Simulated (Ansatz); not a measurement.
# interstitial H in Al2O3: two geometries relaxed

Are the two ends of the hop to the nearest equivalent void separate minima, and which lies lower? Each is relaxed from a guess. The host cell (R-3c) has 40 atoms; the extra atom is the last.

Program: Ansatz 0.2.0. Level of theory: DFT PBEsol, plane waves, PAW, scalar-relativistic, collinear spin. These are calculated values, not measurements.

### Step 1. The starting structure

The cell holds 41 atoms (Al16HO24): a = 6.990 Å, b = 6.990 Å, c = 6.990 Å, α = 85.71°, β = 85.71°, γ = 85.71°.

The coordinates stand in the first input below.

### Step 2. End point A

input.yaml reads:

```yaml
crystal:
  lattice:
    - [-4.754, -2.744723, 4.327333]
    - [4.754, -2.744723, 4.327333]
    - [0.0, 5.489446, 4.327333]
  atoms:
    - { symbol: Al, position: [0.35221, 0.35221, 0.35221] }
    - { symbol: Al, position: [0.14779, 0.14779, 0.14779] }
    - { symbol: Al, position: [0.64779, 0.64779, 0.64779] }
    - { symbol: Al, position: [0.85221, 0.85221, 0.85221] }
    - { symbol: O, position: [0.40312, 0.59688, 0.75] }
    - { symbol: O, position: [0.75, 0.40312, 0.59688] }
    - { symbol: O, position: [0.59688, 0.75, 0.40312] }
    - { symbol: O, position: [0.59688, 0.40312, 0.25] }
    - { symbol: O, position: [0.25, 0.59688, 0.40312] }
    - { symbol: O, position: [0.40312, 0.25, 0.59688] }
    - { symbol: Al, position: [0.85221, 0.85221, 0.35221] }
    - { symbol: Al, position: [0.64779, 0.64779, 0.14779] }
    - { symbol: Al, position: [0.14779, 0.14779, 0.64779] }
    - { symbol: Al, position: [0.35221, 0.35221, 0.85221] }
    - { symbol: O, position: [0.90312, 0.09688, 0.75] }
    - { symbol: O, position: [0.25, 0.90312, 0.59688] }
    - { symbol: O, position: [0.09688, 0.25, 0.40312] }
    - { symbol: O, position: [0.09688, 0.90312, 0.25] }
    - { symbol: O, position: [0.75, 0.09688, 0.40312] }
    - { symbol: O, position: [0.90312, 0.75, 0.59688] }
    - { symbol: Al, position: [0.85221, 0.35221, 0.85221] }
    - { symbol: Al, position: [0.64779, 0.14779, 0.64779] }
    - { symbol: Al, position: [0.14779, 0.64779, 0.14779] }
    - { symbol: Al, position: [0.35221, 0.85221, 0.35221] }
    - { symbol: O, position: [0.90312, 0.59688, 0.25] }
    - { symbol: O, position: [0.25, 0.40312, 0.09688] }
    - { symbol: O, position: [0.09688, 0.75, 0.90312] }
    - { symbol: O, position: [0.09688, 0.40312, 0.75] }
    - { symbol: O, position: [0.75, 0.59688, 0.90312] }
    - { symbol: O, position: [0.90312, 0.25, 0.09688] }
    - { symbol: Al, position: [0.35221, 0.85221, 0.85221] }
    - { symbol: Al, position: [0.14779, 0.64779, 0.64779] }
    - { symbol: Al, position: [0.64779, 0.14779, 0.14779] }
    - { symbol: Al, position: [0.85221, 0.35221, 0.35221] }
    - { symbol: O, position: [0.40312, 0.09688, 0.25] }
    - { symbol: O, position: [0.75, 0.90312, 0.09688] }
    - { symbol: O, position: [0.59688, 0.25, 0.90312] }
    - { symbol: O, position: [0.59688, 0.90312, 0.75] }
    - { symbol: O, position: [0.25, 0.09688, 0.90312] }
    - { symbol: O, position: [0.40312, 0.75, 0.09688] }
    - { symbol: H, position: [0.7792115, 0.9556148, 0.5963112], spin: 1.0 }
magnetization:
  spin_polarized: true
basis:
  ecutwfc: 420.0
kpoints:
  mp_grid: { grid: [2, 2, 2] }
hamiltonian:
  xc: pbesol
  pseudopotentials: { kind: paw, azcp: { folder: soft_1 } }
scf:
  occupations: { method: gaussian, width: 0.05 }
  lower_state_search: "off"
relax:
  f_tol: 0.03
  max_steps: 60
  adjacent_minimum: "off"
output:
  write_density: true
  write_potential: true
  elf: true
  volumetric_format: npy
```

Run with:

```
ansatz run input.yaml --threads 4 --pin off --max-ram 10240MiB --backend cpu --events-out ev --progress --plain --runs-dir out
```

Log, shortened:

```text
Warning: <dir> the record states the generating functional pbe (its physics header spells it `PBE`), which answers neither for hamiltonian.xc's functional nor for the pbesol family's — results may be inconsistent (PPs are generated against a specific XC)
[...]
Warning: RAYON_NUM_THREADS=4 ignored (pool sized by the plan → 4); use --threads N
[...]
Pseudopotentials: kind: paw
Pseudopotential: Al, paw, valence charge 3, recommended cutoff 420 eV (normal), <dir>
Pseudopotential: O, paw, valence charge 6, recommended cutoff 420 eV (normal), <dir>
Pseudopotential: H, paw, valence charge 1, recommended cutoff 420 eV (normal), <dir>
Functional definition: PBEsol
[...]
Crystal: 41 atoms, lattice volume = 338.789 Å³
Basis set: ecut = 420 eV, 6669 PW (Γ), exchange–correlation on 96×96×96 points (8 copies of the dense FFT grid, shifted against one another)
Bands: 138, of which v1, the nominal top of the filled ones, is band 97 counted from 1 (96 counted from 0)
Symmetry: 1 space group operations
Space group: P1 (ITA 1), of the structure as read, at distance tolerance 7.0e-5 Å
Magnetic group: BNS 1.1 (UNI 1), of the structure as read, at distance tolerance 7.0e-5 Å
k-points: 8
[...]
Starting moments: Σ|m| = 1 μB on 1 of 41 sites
[...]
SCF iter   1: F=—  HF=-21939.019748 eV  |F-HF|=—  |Δ(HF+E_count)|=         —  Δρ=6.13e-2 (↑6.13e-2 ↓5.83e-2)  dr2=4.56e1  dr2_m=9.11e-2  M=1.000 μB ∫|m|=1.012 μB  β_m=1.00  ethr=3.10e-3  ⟨swp⟩=6.4  Hψ=9858  notcnv=0  defer=267
[...]
spin=Collinear: Resta preconditioning applied to the charge; magnetization (m = ρ↑ − ρ↓) channel mixes plain (no charge-response kernel on spin).
[...]
spin-set hold released at iteration 5 (site moments contracting): the magnetisation degrees of freedom join the quasi-Newton model from the next iteration; the mixer history was flushed
[...]
relax step   1: F+E_penalty+E_count = -21925.91643111 eV  Δ(F+E_penalty+E_count) = +0.000e0 eV  max|allowed force component| = 2.556e0 eV/Å  Δτ_max = 0.0000 Å  (9 SCF iters, dr2 threshold 2.25e-5 eV, accepted)
[...]
relax step   4: F+E_penalty+E_count = -21926.72272338 eV  Δ(F+E_penalty+E_count) = -1.250e-1 eV  max|allowed force component| = 3.736e-1 eV/Å  Δτ_max = 0.2000 Å  (6 SCF iters, dr2 threshold 1.65e-5 eV, accepted)
[...]
relax step   7: F+E_penalty+E_count = -21927.21569859 eV  Δ(F+E_penalty+E_count) = -1.970e-1 eV  max|allowed force component| = 6.881e-1 eV/Å  Δτ_max = 0.1938 Å  (6 SCF iters, dr2 threshold 1.00e-4 eV, accepted)
[...]
relax step  10: F+E_penalty+E_count = -21927.71029415 eV  Δ(F+E_penalty+E_count) = -9.565e-2 eV  max|allowed force component| = 1.517e-1 eV/Å  Δτ_max = 0.2000 Å  (5 SCF iters, dr2 threshold 1.00e-4 eV, accepted)
[...]
relax step  11: F+E_penalty+E_count = -21927.72350472 eV  Δ(F+E_penalty+E_count) = -1.321e-2 eV  max|allowed force component| = 9.095e-3 eV/Å  Δτ_max = 0.1004 Å  (6 SCF iters, dr2 threshold 2.75e-6 eV, accepted)
[...]
relax step  12: F+E_penalty+E_count = -21927.72350482 eV  Δ(F+E_penalty+E_count) = -9.955e-8 eV  max|allowed force component| = 9.045e-3 eV/Å  Δτ_max = 0.0000 Å  (4 SCF iters, accepted)
NSCF: frozen V_eff on 8 k-points
[...]
Magnetization: 1.0000 μB (97.0000 up, 96.0000 down)
Absolute magnetization: 1.0479 μB (∫|ρ↑−ρ↓|, with the PAW one-centre terms)
Spin contamination: 0.0016 ħ² per cell (⟨S²⟩ above its minimum at these occupations)
```

### Step 3. The output, continued: end point A relaxed

Output, continued, shortened:

```text
[...]
Free energy (F): -21927.723505 eV
[...]
E sigma→0 (E₀):  -21927.723505 eV
Fermi energy:    11.327047 eV
[...]
--- Forces (eV/Å), atoms counted from 1 ---
  atom   1  Al    -0.00082543     0.00113150    -0.00007425
  atom   2  Al     0.00024720     0.00095610     0.00075148
  atom   3  Al    -0.00062065    -0.00000127    -0.00013454
  atom   4  Al     0.00048329     0.00070788     0.00141584
  atom   5  O      0.00006423    -0.00145653     0.00166063
  atom   6  O      0.00128280    -0.00111236     0.00083240
  atom   7  O      0.00064372     0.00034209    -0.00098822
  atom   8  O      0.00216422    -0.00026398    -0.00001683
[...]
--- Band table (eV; the first three rows and the last of 16) ---
[...]
--- Relaxed structure (12 steps of the walk, 12 accepted, 0 SCFs on fresh bases) ---
  F+E_penalty+E_count = -21927.72350482 eV   max|allowed force component| = 9.045e-3 eV/Å
[...]
    - { symbol: Al, position: [0.3480254763814726, 0.8506380310018271, 0.854602815620849] }
    - { symbol: Al, position: [0.14410898300727493, 0.6454245461057193, 0.6508001396853837] }
    - { symbol: Al, position: [0.6412711786682719, 0.14722381266132395, 0.15002674122453338] }
    - { symbol: Al, position: [0.8452063938745692, 0.3524162565500194, 0.35381991030415666] }
    - { symbol: O, position: [0.3959702456618426, 0.09652174508212161, 0.2517265107640859] }
    - { symbol: O, position: [0.7440753186650192, 0.9020667645273874, 0.10015340760239999] }
    - { symbol: O, position: [0.5903604013213766, 0.24928720541982224, 0.9059388207156021] }
    - { symbol: O, position: [0.5933060988966546, 0.9013275809744185, 0.7528983597335935] }
    - { symbol: O, position: [0.24522356563000863, 0.09579468247995954, 0.9045251186449139] }
    - { symbol: O, position: [0.3989058985325504, 0.7485878341243567, 0.09871234739012741] }
    - { symbol: H, position: [0.9939904332608432, 0.9988574820951669, 0.502939574498735] }
```

It took 3.4 min on 4 threads of Intel Xeon Platinum 8259CL at 2.50GHz (Skylake/Cascade Lake), shared host; peak memory 1.6 GiB.

Step by step:

| step | energy from step 1 (eV/cell) | largest force component (eV/Å) |
| --- | --- | --- |
| 1 | 0.0000 | 2.5559 |
| 2 | -0.4510 | 1.2975 |
| 3 | -0.6813 | 0.4082 |
| 4 | -0.8063 | 0.3736 |
| 5 | -0.9205 | 0.7388 |
| 6 | -1.1023 | 0.6835 |
| 7 | -1.2993 | 0.6881 |
| 8 | -1.4975 | 0.6054 |
| 9 | -1.6982 | 0.4387 |
| 10 | -1.7939 | 0.1517 |
| 11 | -1.8071 | 0.0091 |
| 12 | -1.8071 | 0.0090 |

Step 1 is the start. Step 12 solves the same geometry again.

The atom that moved most is H41, by 1.63 Å.

### Step 4. Relaxing end B

The second end starts from a geometry with the move made by hand.

input.yaml reads:

```yaml
crystal:
  lattice:
    - [-4.754, -2.744723, 4.327333]
    - [4.754, -2.744723, 4.327333]
    - [0.0, 5.489446, 4.327333]
  atoms:
    - { symbol: Al, position: [0.35221003, 0.35221003, 0.35221003] }
    - { symbol: Al, position: [0.14779001, 0.14779001, 0.14779001] }
    - { symbol: Al, position: [0.64779005, 0.64779005, 0.64779005] }
    - { symbol: Al, position: [0.85221007, 0.85221007, 0.85221007] }
    - { symbol: O, position: [0.40312004, 0.59688004, 0.75000006] }
    - { symbol: O, position: [0.75000004, 0.40312004, 0.59688005] }
    - { symbol: O, position: [0.59688005, 0.75000005, 0.40312003] }
    - { symbol: O, position: [0.59688004, 0.40312004, 0.25000002] }
    - { symbol: O, position: [0.25000003, 0.59688003, 0.40312003] }
    - { symbol: O, position: [0.40312003, 0.25000003, 0.59688004] }
    - { symbol: Al, position: [0.85221006, 0.85221006, 0.35221003] }
    - { symbol: Al, position: [0.64779005, 0.64779005, 0.14779002] }
    - { symbol: Al, position: [0.14779001, 0.14779001, 0.64779005] }
    - { symbol: Al, position: [0.35221003, 0.35221003, 0.85221006] }
    - { symbol: O, position: [0.90312004, 0.09688004, 0.75000006] }
    - { symbol: O, position: [0.25000004, 0.90312004, 0.59688005] }
    - { symbol: O, position: [0.09688001, 0.25000001, 0.40312003] }
    - { symbol: O, position: [0.09688004, 0.90312004, 0.25000002] }
    - { symbol: O, position: [0.75000003, 0.09688003, 0.40312003] }
    - { symbol: O, position: [0.90312006, 0.75000006, 0.59688005] }
    - { symbol: Al, position: [0.85221005, 0.35221005, 0.85221006] }
    - { symbol: Al, position: [0.64779003, 0.14779003, 0.64779005] }
    - { symbol: Al, position: [0.14779003, 0.64779003, 0.14779001] }
    - { symbol: Al, position: [0.35221005, 0.85221005, 0.35221003] }
    - { symbol: O, position: [0.90312006, 0.59688006, 0.25000002] }
    - { symbol: O, position: [0.25000002, 0.40312002, 0.09688001] }
    - { symbol: O, position: [0.09688003, 0.75000003, 0.90312007] }
    - { symbol: O, position: [0.09688002, 0.40312002, 0.75000005] }
    - { symbol: O, position: [0.75000005, 0.59688005, 0.90312007] }
    - { symbol: O, position: [0.90312004, 0.25000004, 0.09688001] }
    - { symbol: Al, position: [0.35221005, 0.85221005, 0.85221006] }
    - { symbol: Al, position: [0.14779003, 0.64779003, 0.64779005] }
    - { symbol: Al, position: [0.64779003, 0.14779003, 0.14779001] }
    - { symbol: Al, position: [0.85221005, 0.35221005, 0.35221003] }
    - { symbol: O, position: [0.40312002, 0.09688002, 0.25000002] }
    - { symbol: O, position: [0.75000006, 0.90312006, 0.09688001] }
    - { symbol: O, position: [0.59688003, 0.25000003, 0.90312007] }
    - { symbol: O, position: [0.59688006, 0.90312006, 0.75000006] }
    - { symbol: O, position: [0.25000002, 0.09688002, 0.90312006] }
    - { symbol: O, position: [0.40312004, 0.75000004, 0.09688001] }
    - { symbol: H, position: [0.90018325, 1.18971809, 0.52697603], spin: 1.0 }
magnetization:
  spin_polarized: true
basis:
  ecutwfc: 420.0
kpoints:
  mp_grid: { grid: [2, 2, 2] }
hamiltonian:
  xc: pbesol
  pseudopotentials: { kind: paw, azcp: { folder: soft_1 } }
scf:
  occupations: { method: gaussian, width: 0.05 }
  lower_state_search: "off"
relax:
  f_tol: 0.03
  max_steps: 60
  adjacent_minimum: "off"
```

Run with:

```
ansatz run input.yaml --threads 4 --pin off --max-ram 10240MiB --backend cpu --events-out ev --progress --plain --runs-dir out
```

Log, shortened:

```text
Warning: <dir> the record states the generating functional pbe (its physics header spells it `PBE`), which answers neither for hamiltonian.xc's functional nor for the pbesol family's — results may be inconsistent (PPs are generated against a specific XC)
[...]
Warning: RAYON_NUM_THREADS=4 ignored (pool sized by the plan → 4); use --threads N
[...]
[... 5 set-up lines as earlier in the session ...]
[...]
Crystal: 41 atoms, lattice volume = 338.789 Å³
Basis set: ecut = 420 eV, 6669 PW (Γ), exchange–correlation on 96×96×96 points (8 copies of the dense FFT grid, shifted against one another)
Bands: 138, of which v1, the nominal top of the filled ones, is band 97 counted from 1 (96 counted from 0)
[... 1 set-up line as earlier in the session ...]
[...]
Starting moments: Σ|m| = 1 μB on 1 of 41 sites
[...]
SCF iter   1: F=—  HF=-21939.065660 eV  |F-HF|=—  |Δ(HF+E_count)|=         —  Δρ=6.13e-2 (↑6.13e-2 ↓5.84e-2)  dr2=4.56e1  dr2_m=9.29e-2  M=1.000 μB ∫|m|=1.013 μB  β_m=1.00  ethr=3.10e-3  ⟨swp⟩=6.7  Hψ=10072  notcnv=0  defer=209
[...]
spin=Collinear: Resta preconditioning applied to the charge; magnetization (m = ρ↑ − ρ↓) channel mixes plain (no charge-response kernel on spin).
[...]
spin-set hold released at iteration 5 (site moments contracting): the magnetisation degrees of freedom join the quasi-Newton model from the next iteration; the mixer history was flushed
[...]
relax step   1: F+E_penalty+E_count = -21925.97105741 eV  Δ(F+E_penalty+E_count) = +0.000e0 eV  max|allowed force component| = 2.594e0 eV/Å  Δτ_max = 0.0000 Å  (9 SCF iters, dr2 threshold 2.25e-5 eV, accepted)
[...]
relax step   4: F+E_penalty+E_count = -21926.92348529 eV  Δ(F+E_penalty+E_count) = -1.622e-1 eV  max|allowed force component| = 6.251e-1 eV/Å  Δτ_max = 0.2000 Å  (6 SCF iters, dr2 threshold 3.90e-5 eV, accepted)
[...]
relax step   5: F+E_penalty+E_count = -21927.10089618 eV  Δ(F+E_penalty+E_count) = -1.774e-1 eV  max|allowed force component| = 6.603e-1 eV/Å  Δτ_max = 0.1934 Å  (6 SCF iters, dr2 threshold 5.83e-5 eV, accepted)
[...]
```

(Part 1 of 2 ends here.)
